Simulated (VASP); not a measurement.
Wanted: the native input for a VASP 6.6.1 run.

```
Task                               : band structure
Functional                         : HSE06
Potentials or basis                : VASP PAW PBE potentials, release 64 (Pb_d, O)
Cutoff                             : 520 eV
k mesh                             : 6 × 6 × 4
Occupations                        : gaussian, width 0.02 eV
Spin                               : no spin polarisation
Ladder                             : gaps
Grid for exact exchange (PRECFOCK) : Fast
Screening parameter                : 0.2 1/A
Further INCAR settings             : ALGO = Normal; EDIFF = 1e-06
```

The system is PbO (Litharge).

```
Pb O
1.0
     3.99000    0.00000    0.00000
     0.00000    3.99000    0.00000
     0.00000    0.00000    5.01000
Pb O
2 2
Direct
  0.50000 0.00000 0.76000
  0.00000 0.50000 0.24000
  0.50000 0.50000 0.00000
  0.00000 0.00000 0.00000
```

One way to write it, as run:

POSCAR

```
PbO
1.0
    3.9900000000      0.0000000000      0.0000000000
    0.0000000000      3.9900000000      0.0000000000
    0.0000000000      0.0000000000      5.0100000000
Pb O
2 2
Direct
    0.5000000000      0.0000000000      0.7600000000
    0.0000000000      0.5000000000      0.2400000000
    0.5000000000      0.5000000000      0.0000000000
    0.0000000000      0.0000000000      0.0000000000
```

INCAR.step1

```
ALGO = Normal ; EDIFF = 1E-5
ENCUT = 520 ; GGA = PE
ISIF = 2 ; ISMEAR = 0
KPAR = 4 ; LASPH = True
LCHARG = False ; LREAL = False
LWAVE = True ; NELM = 100
PREC = Accurate ; SIGMA = 0.02
```

INCAR.step2

```
ALGO = Normal ; EDIFF = 1E-6
ENCUT = 520 ; GGA = PE
HFSCREEN = 0.2 ; ISIF = 2
ISMEAR = 0 ; ISTART = 1
KPAR = 4 ; LASPH = True
LCHARG = False ; LHFCALC = True
LREAL = False ; LWAVE = False
NELM = 100 ; PREC = Accurate
PRECFOCK = Fast ; SIGMA = 0.02
```

KPOINTS

```
k-points
0
Gamma
  6 6 4
```

KPOINTS_OPT

```
path GXMGZRAZ,XR,MA
10
line-mode
reciprocal
 0.0000000000  0.0000000000  0.0000000000  G
 0.0000000000  0.5000000000  0.0000000000  X

 0.0000000000  0.5000000000  0.0000000000  X
 0.5000000000  0.5000000000  0.0000000000  M

 0.5000000000  0.5000000000  0.0000000000  M
 0.0000000000  0.0000000000  0.0000000000  G

 0.0000000000  0.0000000000  0.0000000000  G
 0.0000000000  0.0000000000  0.5000000000  Z

 0.0000000000  0.0000000000  0.5000000000  Z
 0.0000000000  0.5000000000  0.5000000000  R

 0.0000000000  0.5000000000  0.5000000000  R
 0.5000000000  0.5000000000  0.5000000000  A

 0.5000000000  0.5000000000  0.5000000000  A
 0.0000000000  0.0000000000  0.5000000000  Z

 0.0000000000  0.5000000000  0.0000000000  X
 0.0000000000  0.5000000000  0.5000000000  R

 0.5000000000  0.5000000000  0.0000000000  M
 0.5000000000  0.5000000000  0.5000000000  A
```

Potentials or basis: VASP PAW PBE potentials, release 64 (Pb_d, O).

Command:

```console
$ cat potpaw_PBE.64/Pb_d/POTCAR potpaw_PBE.64/O/POTCAR > POTCAR
$ cp INCAR.step1 INCAR
$ mpirun -np 4 vasp_std > vasp.out
$ cp INCAR.step2 INCAR
$ mpirun -np 4 vasp_std > vasp.out
```

It gave:

```json
{"Pressure": "-0.7 GPa", "Largest force": "0.590 eV/Å", "Band gap on the k mesh": "1.83 eV, indirect (least direct gap 3.23 eV)", "Band gap along the path": "1.83 eV, indirect (least direct gap 3.23 eV)"}
```

Caveat: the PAW data sets were made with another functional, which shifts forces and pressure a little; spin-orbit coupling is left out, which as a rule narrows the gap of such compounds by several tenths of an eV.

Run time: 54 min on 4 MPI ranks on AMD EPYC 9R45 (Zen 5), on a shared host, peak memory 0.43 GiB a rank.
